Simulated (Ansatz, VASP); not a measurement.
## One calculation of Mo, two programs

INCAR

```
PREC     = Accurate       # precision mode
ENCUT    = 520            # plane-wave cutoff, eV
EDIFF    = 1E-6           # SCF threshold, eV
ISMEAR   = 0              # smearing method
SIGMA    = 0.15           # smearing width, eV
LREAL    = F              # projectors in reciprocal space
LASPH    = T              # aspherical terms in the spheres
NELM     = 80             # most SCF steps
ALGO     = Fast           # electronic algorithm
ISIF     = 2              # what is computed and relaxed
LWAVE    = F              # write WAVECAR
LCHARG   = F              # write CHGCAR
GGA      = PE             # functional
NBANDS   = 13             # bands
```

KPOINTS

```
Automatic mesh
0
Gamma
  22 22 22
```

POSCAR

```
Mo
1.0
   -1.8509627039      1.6415295831      1.6415295831
    1.6415295831     -1.8509627039      1.6415295831
    1.6415295831      1.6415295831     -1.8509627039
Mo
1
Direct
    0.0000000000      0.0000000000      0.0000000000
```

Input for Ansatz:

```yaml
crystal:
  lattice:
    - [-1.8509627039, 1.6415295831, 1.6415295831]
    - [1.6415295831, -1.8509627039, 1.6415295831]
    - [1.6415295831, 1.6415295831, -1.8509627039]
  atoms:
    - { symbol: Mo, position: [0.0, 0.0, 0.0] }
basis:
  ecutwfc: 420
kpoints:
  mp_grid: { grid: [22, 22, 22] }
hamiltonian:
  xc: pbe
  pseudopotentials: { kind: paw, azcp: { folder: soft_1 } }
scf:
  occupations: { method: gaussian, width: 0.15 }
output:
  forces: true
  stress: true
  eigenvalues: true
```

Alike in both runs: task single point; functional PBE; k mesh 22 × 22 × 22; occupations gaussian, width 0.15 eV; no spin polarisation.

```csv
,VASP,Ansatz
version,VASP 6.6.1,Ansatz 0.2.0
potentials or method,"VASP PAW PBE potentials, release 64 (Mo_sv)","scalar-relativistic, plane waves, PAW"
plane-wave cutoff (eV),520,420
valence electrons in the cell,14,14
```

VASP gave:

* gap on the k mesh at the Fermi level (eV): none
* pressure (GPa): -13.7
* largest component of the traceless stress (GPa): 13.94

Question: Estimate Ansatz's values.

Answer: gap on the k mesh at the Fermi level (eV): none; pressure (GPa): -14.2; largest component of the traceless stress (GPa): 13.78.

A gap of «none» marks a metal or a gap that the smearing closes. The functional is the same, so the differences come from potentials, cutoffs and numerics.
